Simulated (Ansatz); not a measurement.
Wanted: the native input for an Ansatz 0.2.0 run.

| Quantity | Value |
| --- | --- |
| Task | band structure |
| Functional | r2SCANh |
| Potentials or basis | Ansatz PAW |
| Cutoff | 500 eV (not typed: the program's choice for these potentials) |
| k mesh | 4 × 4 × 3 |
| Occupations | fermi-dirac, width 0.05 eV |
| Spin | no spin polarisation |
| Path | [["G", "M", "K", "G", "A", "L", "H", "A"], ["L", "M"], ["K", "H"]] |
| Points for each segment of the path | 4 |

Te:

```xyz
3
Lattice="4.4540 0.0000 0.0000 -2.2270 3.8573 0.0000 0.0000 0.0000 5.9240" Properties=species:S:1:pos:R:3 pbc="T T T"
Te    1.6279    2.8197    0.0000
Te   -0.5991    1.0376    3.9493
Te    1.1981    0.0000    1.9747
```

The input as run:

input.yaml

```yaml
crystal:
  lattice:
    - [4.454, 0.0, 0.0]
    - [-2.227, 3.8572771485, 0.0]
    - [0.0, 0.0, 5.924]
  atoms:
    - { symbol: Te, position: [0.731, 0.731, 0.0] }
    - { symbol: Te, position: [0.0, 0.269, 0.6666666667] }
    - { symbol: Te, position: [0.269, 0.0, 0.3333333333] }
hamiltonian:
  xc: r2scanh
  pseudopotentials: { kind: paw }
kpoints:
  mp_grid: { grid: [4, 4, 3] }
  band_path:
    path:
      - [[0.0, 0.0, 0.0], [0.5, 0.0, 0.0], [0.3333333333, 0.3333333333, 0.0], [0.0, 0.0, 0.0], [0.0, 0.0, 0.5], [0.5, 0.0, 0.5], [0.3333333333, 0.3333333333, 0.5], [0.0, 0.0, 0.5]]
      - [[0.5, 0.0, 0.5], [0.5, 0.0, 0.0]]
      - [[0.3333333333, 0.3333333333, 0.0], [0.3333333333, 0.3333333333, 0.5]]
    npoints: 4
scf:
  occupations: { method: fermi_dirac, width: 0.05 }
  n_extra_bands: 7
output:
  forces: true
  stress: true
  eigenvalues: true
  fatbands: false
```

Potentials or basis: Ansatz PAW.

The run is started by

```console
$ ansatz run input.yaml --threads 2 --pin off --max-ram 5632MiB --backend cpu --events-out ev --progress --plain --runs-dir out
```

Results of the run:

```
Pressure                : 0.5 GPa
Largest force           : 0.277 eV/Å
Band gap along the path : 0.69 eV, indirect (least direct gap 0.70 eV)
```

Caveat: spin-orbit coupling is left out, which moves the levels of the heavy elements; the PAW data sets come from PBE, with cores solved anew for the run's functional, which leaves a small shift of forces and pressure; the thresholds are loose for stress.

It took 15 min on 2 threads of Intel(R) Xeon(R) Processor @ 2.50GHz (Skylake/Cascade Lake) (shared host), peak memory 1.4 GiB.
